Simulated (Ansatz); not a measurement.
ZnO (zincite) under changes of volume

One of the cells (11.900 Å³/atom); the others are scaled copies at fixed shape and fractional positions:

```
Zn O
1.0
     3.24931    0.00000    0.00000
    -1.62465    2.81398    0.00000
     0.00000    0.00000    5.20571
Zn O
2 2
Direct
  0.66667 0.33333 0.00000
  0.33333 0.66667 0.50000
  0.33333 0.66667 0.87901
  0.66667 0.33333 0.37901
```

| Property | Result |
| --- | --- |
| Program | Ansatz 0.2.0 |
| Functional | PBEsol |
| Potentials or basis | all-electron LAPW, scalar-relativistic |
| Cutoff | 429 eV (chosen from the basis error) |
| Basis error allowed | 0.001 eV/atom |
| k mesh | 9 × 9 × 5 |
| Occupations | fermi-dirac, width 0.05 eV |
| Spin | no spin polarisation |

```csv
volume (Å³/atom),energy over the lowest point (meV/atom),pressure (GPa),gap on the mesh (eV),largest force (eV/Å)
11.186,14.08,8.3,0.80,0.084
11.424,4.47,4.7,0.77,0.076
11.662,0.00,1.4,0.75,0.069
11.900,0.13,-1.5,0.72,0.062
12.138,4.37,-4.1,0.69,0.055
12.376,?,?,?,?
12.614,23.55,-8.6,0.63,0.043
```

Question: What does the run at 12.376 Å³/atom give?

Answer: Energy over the lowest point 12.31 meV/atom; pressure -6.5 GPa; gap on the mesh 0.66 eV; largest force 0.049 eV/Å.

Worked out: A Birch-Murnaghan fit of order 3 (a polynomial in V^(-2/3)) to the other rows has its minimum at 11.77 Å³/atom with B0 = V·E''(V) = 145 GPa and B' = 4.4 at fixed shape and positions, which overstates the stiffness. It gives 12.31 meV/atom at 12.376 Å³/atom, against the run's 12.31, and -dE/dV = -6.5 GPa, against -6.5. A straight line through the other rows of the gap, of slope -1.4 eV per unit of ln V (its deformation potential), gives 0.66 eV, against the run's 0.66.

Energies are extrapolated to zero smearing.
